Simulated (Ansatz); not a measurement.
# SnSe2: one atom moved along a line

The calculation used DFT PBE, scalar-relativistic, plane waves, PAW (Ansatz). The runs took a 420 eV cutoff, a Γ-centred 6×6×6 mesh and Gaussian smearing (0.05 eV). No spin polarisation. Energies are free energies at this smearing, counted from the undisturbed cell; pressure is positive in compression.

The starting cell (as given, not relaxed at this level; it stands at 5.3 GPa):

```yaml
crystal:
  lattice:
    - [3.81100, 0.00000, -6.13700]
    - [3.81100, 0.00000, 6.13700]
    - [-3.81100, -6.60084, 0.00000]
  atoms:
    - { symbol: Sn, position: [0.00000, 0.00000, 0.50000] }
    - { symbol: Sn, position: [0.50000, 0.50000, 0.50000] }
    - { symbol: Sn, position: [0.00000, 0.00000, 0.00000] }
    - { symbol: Sn, position: [0.50000, 0.50000, 0.00000] }
    - { symbol: Se, position: [0.70833, 0.95833, 0.16667] }
    - { symbol: Se, position: [0.20833, 0.45833, 0.16667] }
    - { symbol: Se, position: [0.70833, 0.95833, 0.66667] }
    - { symbol: Se, position: [0.20833, 0.45833, 0.66667] }
    - { symbol: Se, position: [0.79167, 0.54167, 0.33333] }
    - { symbol: Se, position: [0.29167, 0.04167, 0.33333] }
    - { symbol: Se, position: [0.79167, 0.54167, 0.83333] }
    - { symbol: Se, position: [0.29167, 0.04167, 0.83333] }
```

The cell holds layers and no dispersion correction was added, so their binding is poorly described.

Atom 5 (Se) is moved by x along the Cartesian unit vector (0.000, -0.820, -0.572); the cell and all other atoms stay fixed.

```
  x (Å)  ΔE (meV/cell) force along x on the moved atoms (eV/Å) pressure (GPa) gap on the mesh (eV)
-0.2000           28.5                                     0.60             4.8                  0.61
-0.1500            3.5                                     0.40             4.9                  0.64
-0.1000          -10.8                                     0.17             5.0                  0.67
-0.0500          -12.6                                    -0.10             5.1                  0.69
 0.0000            0.0                                    -0.41             5.3                  0.71
 0.0500           29.5                                    -0.78             5.4                  0.70
 0.1000           78.7                                    -1.20             5.6                  0.69
 0.1500          150.9                                    -1.70             5.8                  0.67
 0.1750          197.0                                    -1.98             5.9                  0.66
 0.2000          250.4                                    -2.29             6.1                  0.65
```